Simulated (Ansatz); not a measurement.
# W2CF2 MXene monolayer in a perpendicular field, part 2 of 2

Aim: how the W2CF2 MXene monolayer screens a field along its normal, and what the field does to its bands. A positive field points along +c.

Ansatz 0.2.0; plane-wave DFT, PBE-D3(BJ), Ansatz PAW (set soft_1); PAW set soft_1 (the session's first sound run).

So far. Step 11 (Relaxing in the field, field -0.1 V/Å): The dipole is -0.0289 e·Å. Step 12 (Response, atoms relaxed): The induced dipole is that of a conductor 5.57 Å thick.

## (13) With spin-orbit coupling, k-mesh 12×12×1

This step: plane-wave DFT, PBE, fully relativistic PAW with spin-orbit coupling; PAW set soft_1 (Ansatz 0.2.0).

Heavy atoms split their bands by spin-orbit coupling, so this run uses fully relativistic files and two-component states.

Input file input.yaml:

```yaml
crystal:
  lattice:
    - [3.2905098428, 0.0, 0.0]
    - [-1.6452549214, 2.8496651153, 0.0]
    - [0.0, 0.0, 22.5637472058]
  atoms:
    - { symbol: F, position: [0.3333333333, 0.6666666667, 0.3988699181] }
    - { symbol: W, position: [0.6666666667, 0.3333333333, 0.4589301041] }
    - { symbol: C, position: [0.0, 0.0, 0.5] }
    - { symbol: W, position: [0.3333333333, 0.6666666667, 0.5410698959] }
    - { symbol: F, position: [0.6666666667, 0.3333333333, 0.6011300819] }
kpoints:
  mp_grid: { grid: [12, 12, 1] }
  band_path:
    path: [[0, 0, 0], [0.5, 0, 0], [0.33333333, 0.33333333, 0], [0, 0, 0]]
    npoints: 16
hamiltonian:
  xc: pbe
  pseudopotentials: { kind: paw_fr, azcp: { folder: soft_1 } }
magnetization:
  noncollinear: true
  spin_orbit: true
scf:
  occupations: { method: fermi_dirac, width: 0.05 }
  convergence: { dr2_threshold: 1.0e-09 }
efield:
  axis: 3
  dipole_correction: true
  ramp_position: 0.97
  ramp_width: 0.06
  amplitude: 0
output:
  write_potential: true
  write_density: true
  volumetric_format: npy
```

The run is started by

```console
$ ansatz run input.yaml --threads 4 --pin off --max-ram 6144MiB --backend cpu --events-out ev --progress --plain --runs-dir out
```

Wall time 59 s (4 threads of Arm Neoverse V1, shared host); peak memory 1.3 GiB; 3.8 min of CPU time.

Read from the output:

```
energy at zero smearing   : -22687.1522 eV
work function, upper face : 4.347 eV
dipole along the normal   : -8.22e-6 e·Å
```

Electronic bands along the path, in eV, zero at the Fermi level:

```tsv
point	band 43	band 44	band 45	band 46	band 47	band 48	band 49	band 50
Γ	-3.40	-3.40	-0.47	-0.47	-0.17	-0.17	0.91	0.91
halfway	-2.32	-2.32	-0.74	-0.74	0.48	0.48	1.05	1.05
M	-0.83	-0.83	-0.10	-0.10	0.14	0.14	1.07	1.07
halfway	-1.55	-1.55	-0.87	-0.87	0.91	0.91	1.20	1.20
K	-2.15	-2.15	-1.95	-1.95	1.07	1.07	1.33	1.33
halfway	-2.72	-2.72	-0.30	-0.30	0.38	0.38	0.91	0.91
Γ	-3.40	-3.40	-0.47	-0.47	-0.17	-0.17	0.91	0.91
```

The work function of the upper face is 4.35 eV.

## (14) With spin-orbit coupling, k-mesh 12×12×1, field -0.2 V/Å

The same in a field along the normal.

input.yaml: that of step 13 with these lines changed.

```diff
@@ -13,5 +13,3 @@
   mp_grid: { grid: [12, 12, 1] }
-  band_path:
-    path: [[0, 0, 0], [0.5, 0, 0], [0.33333333, 0.33333333, 0], [0, 0, 0]]
-    npoints: 16
+  band_path: { path: [[0, 0, 0], [0.12, 0, 0]], npoints: 24 }
 hamiltonian:
@@ -28,5 +26,5 @@
   dipole_correction: true
-  ramp_position: 0.97
-  ramp_width: 0.06
-  amplitude: 0
+  ramp_position: 0.9233
+  ramp_width: 0.1533
+  amplitude: -0.2
 output:
```

The job ended after 48 s (4 threads; peak memory 1.3 GiB).

This step gave:

| Item | Value |
| --- | --- |
| energy at zero smearing | -22687.1574 eV |
| dipole along the normal | -0.05217 e·Å |

The dipole is -0.0522 e·Å.

## (15) The same run with other settings

This step: plane-wave DFT, PBE-D3(BJ), Ansatz PAW (set soft_1) (Ansatz 0.2.0).

A run with a changed input: it repeats the earlier run at 0.1 V/Å with scf.eigensolver.kind to davidson, basis.precision to f64 and crystal.symmetry to detect: false; its output block differs too.

Input file input.yaml:

```yaml
crystal:
  lattice:
    - [3.2905098428, 0.0, 0.0]
    - [-1.6452549214, 2.8496651153, 0.0]
    - [0.0, 0.0, 22.5637472058]
  atoms:
    - { symbol: F, position: [0.3333333333, 0.6666666667, 0.3988699181] }
    - { symbol: W, position: [0.6666666667, 0.3333333333, 0.4589301041] }
    - { symbol: C, position: [0.0, 0.0, 0.5] }
    - { symbol: W, position: [0.3333333333, 0.6666666667, 0.5410698959] }
    - { symbol: F, position: [0.6666666667, 0.3333333333, 0.6011300819] }
  symmetry: { detect: false }
kpoints:
  mp_grid: { grid: [18, 18, 1] }
  band_path:
    path: [[0, 0, 0], [0.5, 0, 0], [0.33333333, 0.33333333, 0], [0, 0, 0]]
    npoints: 16
hamiltonian:
  xc: pbe
  dispersion: d3bj
  pseudopotentials: { kind: paw, azcp: { folder: soft_1 } }
scf:
  occupations: { method: fermi_dirac, width: 0.05 }
  convergence: { dr2_threshold: 1.0e-10 }
  eigensolver: { kind: davidson }
efield:
  axis: 3
  dipole_correction: true
  ramp_position: 0.9233
  ramp_width: 0.1533
  amplitude: 0.1
output:
  write_potential: true
  write_density: true
  volumetric_format: npy
basis:
  precision: f64
```

Elapsed: 60 s, on 4 threads; peak memory 0.98 GiB.

Numbers from this step:

```
energy at zero smearing : -22638.8339 eV
dipole along the normal : 0.02615 e·Å
```

Electronic bands along the path, in eV, zero at the Fermi level:

```tsv
point	band 20	band 21	band 22	band 23	band 24	band 25	band 26	band 27
Γ	-5.39	-3.40	-3.40	-0.49	-0.14	0.93	0.93	1.85
halfway	-5.27	-3.81	-2.31	-0.72	0.38	1.04	1.11	1.89
M	-4.74	-4.22	-0.81	-0.12	0.18	1.05	1.61	2.28
halfway	-4.83	-3.50	-1.54	-0.89	0.98	1.14	1.95	2.46
K	-4.94	-2.29	-2.06	-2.06	1.19	1.19	2.30	2.88
halfway	-5.19	-3.35	-2.72	-0.20	0.21	0.89	1.25	2.27
Γ	-5.39	-3.40	-3.40	-0.49	-0.14	0.93	0.93	1.85
```

```tsv
quantity	this run	earlier run	difference
dipole along the normal (e·Å)	0.02615	0.02614	3.9e-6
```

The dipole moves by under 0.5 % or 5e-5 e·Å. The run took 14 SCF cycles against 13.

## (16) The same run with other settings

Another changed input: it repeats the earlier run at 0.1 V/Å with basis.ecutrho_ratio to 8 and crystal.symmetry to detect: false; its output block differs too.

input.yaml: that of step 15 with these lines changed.

```diff
@@ -24,3 +24,2 @@
   convergence: { dr2_threshold: 1.0e-10 }
-  eigensolver: { kind: davidson }
 efield:
@@ -36,2 +35,2 @@
 basis:
-  precision: f64
+  ecutrho_ratio: 8
```

Elapsed: 45 s, on 4 threads; peak memory 1.3 GiB; 2.9 min of CPU time.

This step gave:

* dipole along the normal: 0.02614 e·Å

Electronic bands along the path, in eV, zero at the Fermi level:

(Unchanged from step 15.)

```tsv
quantity	this run	earlier run	difference
dipole along the normal (e·Å)	0.02614	0.02614	1.6e-6
```

The dipole moves by under 0.5 % or 5e-5 e·Å.

## (17) Outcome

- gap without field: none
- work function, upper face: 4.35 eV
- equivalent conductor thickness, atoms held: 5.04 Å
- equivalent conductor thickness, atoms relaxed: 5.57 Å

The induced dipole equals that of a perfect conductor 5.04 Å thick, while the outer atoms lie 4.56 Å apart. Letting the atoms follow the field adds 0.52 Å to the equivalent conductor thickness: the ionic part of the response. There is no gap over 0.03 eV, with or without the field. The main runs have no spin polarisation; a magnetic state could lie lower and would change these results. The field series itself is without spin-orbit coupling. The MXene's terminations sit over the metal atoms of its far layer; the site over carbon or nitrogen, which some compounds prefer, was not run.

[Long decimals in the printed logs are rounded to 6 places.]

[Logs are printed without paths, hosts, clocks, repeated set-up lines and the standing remarks that a program may print on its own settings, such as how far it seeks lower states.]

[Hosts, paths, dates, database ids (printed as entryN), source tags and the programs' standing remarks are cut or masked in the printed files.]

[Maps of the electrostatic potential energy from Ansatz leave out the sawtooth potential of an applied field or a dipole correction, so their vacuum need not be flat; planar profiles and work functions include it.]
